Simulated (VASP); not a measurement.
# SnO (P4/nmm) in VASP: relaxation of cell and atoms with r2SCAN

Aim: the relaxation of cell and atoms of SnO with r2SCAN.

Everything below comes from runs of VASP 6.6.1. Logs are shortened: lines on timing, memory, paths and dates and some standing lists are left out, and cuts for length are marked.

## Step 1: The structure

It takes space group P4/nmm (No. 129, tetragonal). The conventional cell has a = 3.799 Å, b = 3.799 Å, c = 4.841 Å, α = 90.00°, β = 90.00°, γ = 90.00°. Sn (site symmetry 4mm) is surrounded by 4 O at 2.22 Å. O (site symmetry -4m2) is surrounded by 4 Sn at 2.22 Å.

## Step 2: Relaxation of cell and atoms, r2SCAN

The input, INCAR:

```
SYSTEM = SnO
  PREC = Accurate
  ENCUT = 600
  EDIFF = 1E-7
  ISMEAR = 0
  SIGMA = 0.02
  LREAL = .FALSE.
  LASPH = .TRUE.
  NELM = 60
  ALGO = Normal
  ISIF = 3
  LWAVE = .FALSE.
  LCHARG = .FALSE.
  METAGGA = R2SCAN
  LMIXTAU = .TRUE.
  IBRION = 2
  NSW = 80
  EDIFFG = -0.004
```

The input, KPOINTS:

```
regular mesh
0
G
  8 8 6
  0 0 0
```

The input, POSCAR:

```
SnO
1.0
    3.7986000000      0.0000000000      0.0000000000
    0.0000000000      3.7986000000      0.0000000000
    0.0000000000      0.0000000000      4.8408000000
Sn O
2 2
Direct
    0.5000000000      0.0000000000      0.2369000000
    0.0000000000      0.5000000000      0.7631000000
    0.0000000000      0.0000000000      0.0000000000
    0.5000000000      0.5000000000      0.0000000000
```

Potentials or basis: VASP PAW PBE potentials, release 64 (Sn_d, O).

Launch:

```
cat potpaw_PBE.64/Sn_d/POTCAR potpaw_PBE.64/O/POTCAR > POTCAR
mpirun -np 1 vasp_std > vasp.out
```

OUTCAR:

```text
SYSTEM = SnO
   PREC = Accurate
   ENCUT = 600
   EDIFF = 1E-7
   ISMEAR = 0
   LREAL = .FALSE.
   LASPH = .TRUE.
   NELM = 60
   ISIF = 3
   METAGGA = R2SCAN
   IBRION = 2
   NSW = 80
   EDIFFG = -0.004

 ion  position               nearest neighbor table
   1  0.500  0.000  0.237-   3 2.22   4 2.22   4 2.22   3 2.22   2 3.53   2 3.53   2 3.53   2 3.53
                             2 3.70   2 3.70   2 3.70   2 3.70
   2  0.000  0.500  0.763-   3 2.22   4 2.22   3 2.22   4 2.22   1 3.53   1 3.53   1 3.53   1 3.53
                             1 3.70   1 3.70   1 3.70   1 3.70
   3  0.000  0.000  0.000-   1 2.22   2 2.22   2 2.22   1 2.22
   4  0.500  0.500  0.000-   1 2.22   2 2.22   1 2.22   2 2.22

  LATTYP: Found a simple tetragonal cell.
 ALAT       =     3.7986000000
 C/A-ratio  =     1.2743642395

  Lattice vectors:

 A1 = (   3.7986000000,   0.0000000000,   0.0000000000)
 A2 = (   0.0000000000,   3.7986000000,   0.0000000000)
 A3 = (   0.0000000000,   0.0000000000,   4.8408000000)

Analysis of symmetry for initial positions (statically):
=====================================================================
 Subroutine PRICEL returns:
 Original cell was already a primitive cell.

 Routine SETGRP: Setting up the symmetry group for a
 simple tetragonal supercell.

 Subroutine GETGRP returns: Found 16 space group operations
 (whereof  8 operations were pure point group operations)
 out of a pool of 16 trial point group operations.

The static configuration has the point symmetry D_2d.
 The point group associated with its full space group is D_4h.

Analysis of symmetry for dynamics (positions and initial velocities):
=====================================================================
 Subroutine PRICEL returns:
 Original cell was already a primitive cell.

 Routine SETGRP: Setting up the symmetry group for a
 simple tetragonal supercell.

 Subroutine GETGRP returns: Found 16 space group operations
 (whereof  8 operations were pure point group operations)
 out of a pool of 16 trial point group operations.

The dynamic configuration has the point symmetry D_2d.
 The point group associated with its full space group is D_4h.

 Subroutine INISYM returns: Found 16 space group operations
 (whereof  8 operations are pure point group operations),
 and found     1 'primitive' translations

----------------------------------------------------------------------------------------

                                     Primitive cell

  volume of cell :      69.8497

  direct lattice vectors                    reciprocal lattice vectors
     3.798600000  0.000000000  0.000000000     0.263254883  0.000000000  0.000000000
     0.000000000  3.798600000  0.000000000     0.000000000  0.263254883  0.000000000
     0.000000000  0.000000000  4.840800000     0.000000000  0.000000000  0.206577425

  length of vectors
     3.798600000  3.798600000  4.840800000     0.263254883  0.263254883  0.206577425

  position of ions in fractional coordinates (direct lattice)
     0.500000000  0.000000000  0.236900000
     0.000000000  0.500000000  0.763100000
     0.000000000  0.000000000  0.000000000
     0.500000000  0.500000000  0.000000000

  ion indices of the primitive-cell ions
   primitive index   ion index
                 1           1
                 2           2
                 3           3
                 4           4

----------------------------------------------------------------------------------------

 KPOINTS: regular mesh

Automatic generation of k-mesh.
 Grid dimensions read from file:
 generate k-points for:    8    8    6

 Generating k-lattice:

  Cartesian coordinates                     Fractional coordinates (reciprocal lattice)
     0.032906860  0.000000000  0.000000000     0.125000000  0.000000000  0.000000000
     0.000000000  0.032906860  0.000000000     0.000000000  0.125000000  0.000000000
     0.000000000  0.000000000  0.034429571     0.000000000  0.000000000  0.166666667

  Length of vectors
     0.032906860  0.032906860  0.034429571

  Shift w.r.t. Gamma in fractional coordinates (k-lattice)
     0.000000000  0.000000000  0.000000000

 Subroutine IBZKPT returns following result:
 ===========================================

 Found     60 irreducible k-points:

 Following reciprocal coordinates:
            Coordinates               Weight
  0.000000  0.000000  0.000000      1.000000
  0.125000  0.000000  0.000000      4.000000
  0.250000  0.000000  0.000000      4.000000
  0.375000  0.000000  0.000000      4.000000
  0.500000  0.000000  0.000000      2.000000
  0.125000  0.125000  0.000000      4.000000
[... 16 lines left out ...]
  0.375000  0.125000  0.166667     16.000000
  0.500000  0.125000  0.166667      8.000000
 [... further k-points ...]
   k-points           NKPTS =     60   k-points in BZ     NKDIM =     60   number of bands    NBANDS=     24
   number of dos      NEDOS =    301   number of ions     NIONS =      4
   total plane-waves  NPLWV =  36000
   dimension x,y,z NGX =    30 NGY =   30 NGZ =   40
   dimension x,y,z NGXF=    60 NGYF=   60 NGZF=   80
   ions per type =               2   2
   NGX,Y,Z   is equivalent  to a cutoff of  13.13, 13.13, 13.74 a.u.
   NGXF,Y,Z  is equivalent  to a cutoff of  26.26, 26.26, 27.47 a.u.
 SYSTEM =  SnO
   PREC   = accura    normal or accurate (medium, high low for compatibility)
   ISTART =      0    job   : 0-new  1-cont  2-samecut
   ICHARG =      2    charge: 1-file 2-atom 10-const
   ISPIN  =      1    spin polarized calculation?
   LNONCOLLINEAR =      F non collinear calculations
   LSORBIT =      F    spin-orbit coupling
   LASPH  =      T    aspherical Exc in radial PAW
   ENCUT  =  600.0 eV  44.10 Ry    6.64 a.u.   7.59  7.59  9.67*2*pi/ulx,y,z
   NELM   =     60;   NELMIN=  2; NELMDL= -5     # of ELM steps
   EDIFF  = 0.1E-06   stopping-criterion for ELM
   LREAL  =      F    real-space projection
   EDIFFG = -.4E-02   stopping-criterion for IOM
   NSW    =     80    number of steps for IOM
   IBRION =      2    ionic relax: 0-MD 1-quasi-New 2-CG
   NFREE  =      1    steps in history (QN), initial steepest desc. (CG)
   ISIF   =      3    stress and relaxation
   ISYM   =      2    0-nonsym 1-usesym 2-fastsym
   POTIM  = 0.5000    time-step for ionic-motion
   TEBEG  =    0.0;   TEEND  =   0.0 temperature during run
   PSTRESS=    0.0 pullay stress
   NELECT =      40.0000    total number of electrons
   NUPDOWN=      -1.0000    fix difference up-down
   EMIN   =  10.00;   EMAX   =-10.00  energy-range for DOS
   EFERMI =   0.00;   METHOD = LEGACY
   ISMEAR =     0;   SIGMA  =   0.02  broadening in eV -4-tet -1-fermi 0-gaus
   EFERMI_NEDOS =   21; number of points for ismear=-14 and -15
   IALGO  =     38    algorithm
   IMIX   =      4    mixing-type and parameters
     AMIX     =   0.40;   BMIX     =  1.00
     AMIX_MAG =   1.60;   BMIX_MAG =  1.00
  volume/ion in A,a.u.               =      17.46       117.84
  Fermi-wavevector in a.u.,A,eV,Ry     =   1.359482  2.569048 25.146163  1.848191
  Thomas-Fermi vector in A             =   2.486226
   LORBIT       =      0    0 simple, 1 ext, 2 COOP (PROOUT), +10 PAW based schemes
   METAGGA = R2SCAN    functional components
   LHFCALC =     F    Hartree Fock is set to
   AEXX    =    0.0000 exact exchange contribution
   IVDW    =     0    specifies the selected vdW correction
   LEPSILON=     F    determine dielectric tensor
   LRPA    =     F    only Hartree local field effects (RPA)
 conjugate gradient relaxation of ions
 non-spin polarized calculation
 Gauss-broadening in eV      SIGMA  =   0.02
  energy-cutoff  :      600.00
  volume of cell :       69.85
 maximum number of plane-waves:      2354
   NGX = 15   NGY = 15   NGZ = 19

--------------------------------------- Ionic step        1  -------------------------------------------

 number of electron      40.0000023 magnetization

 Free energy of the ion-electron system (eV)
  ---------------------------------------------------
  ext. energy  EPLUGINS =         0.00000000
  ---------------------------------------------------
  free energy    TOTEN  =       -66.90756545 eV

  energy without entropy =      -66.90756545  energy(sigma->0) =      -66.90756545

------------------------ aborting loop because EDIFF is reached ----------------------------------------

  FORCE on cell =-STRESS in cart. coord.  units (eV):
  Direction    XX          YY          ZZ          XY          YZ          ZX
  --------------------------------------------------------------------------------------
  -------------------------------------------------------------------------------------
  Total        0.5620888      0.5620888      0.4835292      0.0000000      0.0000000      0.0000000
  in kB       12.8929195     12.8929195     11.0909580      0.0000000      0.0000000      0.0000000
  external PRESSURE =      12.2922656 kB  Pullay stress =       0.0000000 kB
[... 95 lines left out ...]
  FREE ENERGIE OF THE ION-ELECTRON SYSTEM (eV)
  ---------------------------------------------------
  free  energy   TOTEN  =       -66.9103859451 eV

  energy  without entropy=      -66.9103859451  energy(sigma->0) =      -66.91038595

[... ionic steps 4 to 10 ...]

--------------------------------------- Ionic step       11  -------------------------------------------

 number of electron      40.0000021 magnetization

------------------------ aborting loop because EDIFF is reached ----------------------------------------

  FORCE on cell =-STRESS in cart. coord.  units (eV):
  Direction    XX          YY          ZZ          XY          YZ          ZX
  --------------------------------------------------------------------------------------
  -------------------------------------------------------------------------------------
  Total        0.0686881      0.0686881      0.0737179      0.0000000      0.0000000      0.0000000
  in kB        1.5480546      1.5480546      1.6614148      0.0000000      0.0000000      0.0000000
  external PRESSURE =       1.5858414 kB  Pullay stress =       0.0000000 kB
[... 61 lines left out ...]
  energy  without entropy=      -66.9112290018  energy(sigma->0) =      -66.91122900

--------------------------------------- Ionic step       13  -------------------------------------------

 number of electron      40.0000021 magnetization

 Free energy of the ion-electron system (eV)
  ---------------------------------------------------
  ext. energy  EPLUGINS =         0.00000000
  ---------------------------------------------------
  free energy    TOTEN  =       -66.91123071 eV

  energy without entropy =      -66.91123071  energy(sigma->0) =      -66.91123071

 E-fermi :   7.0788     XC(G=0): -10.8329

 val. band max:        6.9526347252   @ k =   0.0000   0.0000   0.0000
 cond. band min:       7.2465648287   @ k =   0.5000   0.5000   0.0000
 fundamental gap:      0.2939301035
 Fermi energy:         7.0788467958

 k-point     1 :       0.0000    0.0000    0.0000
  band No.  band energies     occupation
      1     -15.9662      2.00000
      2     -15.4207      2.00000
      3     -15.4059      2.00000
      4     -15.4059      2.00000
      5     -15.3613      2.00000
      6     -15.3377      2.00000
[... 637 lines left out ...]
     23      12.3235      0.00000
     24      12.3235      0.00000

 [... further k-points ...]

------------------------ aborting loop because EDIFF is reached ----------------------------------------

  FORCE on cell =-STRESS in cart. coord.  units (eV):
  Direction    XX          YY          ZZ          XY          YZ          ZX
  --------------------------------------------------------------------------------------
  -------------------------------------------------------------------------------------
  Total        0.0108959      0.0108959     -0.0020266      0.0000000     -0.0000000      0.0000000
  in kB        0.2450919      0.2450919     -0.0455853      0.0000000     -0.0000000      0.0000000
  external PRESSURE =       0.1481995 kB  Pullay stress =       0.0000000 kB
[... 19 lines left out ...]
  FREE ENERGIE OF THE ION-ELECTRON SYSTEM (eV)
  ---------------------------------------------------
  free  energy   TOTEN  =       -66.9112307144 eV

  energy  without entropy=      -66.9112307144  energy(sigma->0) =      -66.91123071

 reached required accuracy - stopping structural energy minimisation
```

Run time: 28 min. Hardware: 1 thread of Intel Xeon 6975P-C (Granite Rapids), shared host; peak memory 0.26 GiB.

Results:

* Free energy: -66.9112 eV
* Relaxed volume: 17.81 Å³/atom
* Relaxed cell: a = 3.812 Å, b = 3.812 Å, c = 4.901 Å, α = 90.00°, β = 90.00°, γ = 90.00°
* Space group after relaxing (to 0.05 Å): P4/nmm (No. 129)
* Energy gained by relaxing: 0.9 meV/atom
* Ionic steps: 13
* Pressure after relaxing: 0.0 GPa
* Largest force after relaxing: 0.003 eV/Å
* Band gap on the k mesh: 0.29 eV, indirect (least direct gap 2.37 eV)

Forces on the atoms (eV/Å):
```
Sn   0.000  0.000 -0.003
Sn   0.000  0.000  0.003
O    0.000  0.000  0.000
O    0.000  0.000  0.000
```

The path:
| step | energy change (eV) | largest force (eV/Å) | pressure (GPa) | volume (Å³) |
| --- | --- | --- | --- | --- |
| 1 | 0.0000 | 0.1394 | 1.23 | 69.85 |
| 2 | 0.0008 | 0.2661 | -1.15 | 71.21 |
| 3 | -0.0028 | 0.0532 | 0.09 | 70.48 |
| 4 | -0.0028 | 0.0571 | 0.07 | 70.49 |
| 5 | -0.0031 | 0.0355 | 0.04 | 70.61 |
| 6 | -0.0031 | 0.0237 | -0.04 | 70.95 |
| 7 | -0.0032 | 0.0040 | 0.00 | 70.79 |
| 8 | -0.0034 | 0.0025 | 0.03 | 70.86 |
| 9 | -0.0036 | 0.0162 | 0.11 | 71.01 |
| 10 | -0.0034 | 0.0444 | 0.28 | 71.30 |
| 11 | -0.0036 | 0.0248 | 0.16 | 71.09 |
| 12 | -0.0037 | 0.0072 | -0.01 | 71.25 |
| 13 | -0.0037 | 0.0031 | 0.01 | 71.23 |

Final structure:
```xyz
4
Lattice="3.8122 0.0000 0.0000 0.0000 3.8122 0.0000 0.0000 0.0000 4.9012" Properties=species:S:1:pos:R:3 pbc="T T T"
Sn    1.9061    0.0000    1.1518
Sn    0.0000    1.9061    3.7494
O     0.0000    0.0000    0.0000
O     1.9061    1.9061    0.0000
```

Levels at points of the mesh, in eV from the valence-band top:
```tsv
k point	band 18	band 19	band 20	band 21	band 22	band 23
(0.00, 0.00, 0.00)	-3.53	-3.53	0.00	2.37	4.49	4.94
(0.50, 0.00, 0.00)	-5.21	-2.90	-2.90	3.41	3.41	6.22
(0.50, 0.50, 0.00)	-2.86	-2.09	-2.09	0.29	0.29	4.75
(0.00, 0.00, 0.50)	-3.55	-3.18	-2.50	1.99	3.22	3.22
(0.50, 0.00, 0.50)	-5.18	-1.97	-1.97	2.74	2.74	5.74
(0.50, 0.50, 0.50)	-2.86	-2.82	-2.82	2.52	2.52	4.27
```

Caveat: the PAW data sets were made with another functional, which shifts forces and pressure a little; spin-orbit coupling is left out, which moves the levels of the heavy elements.
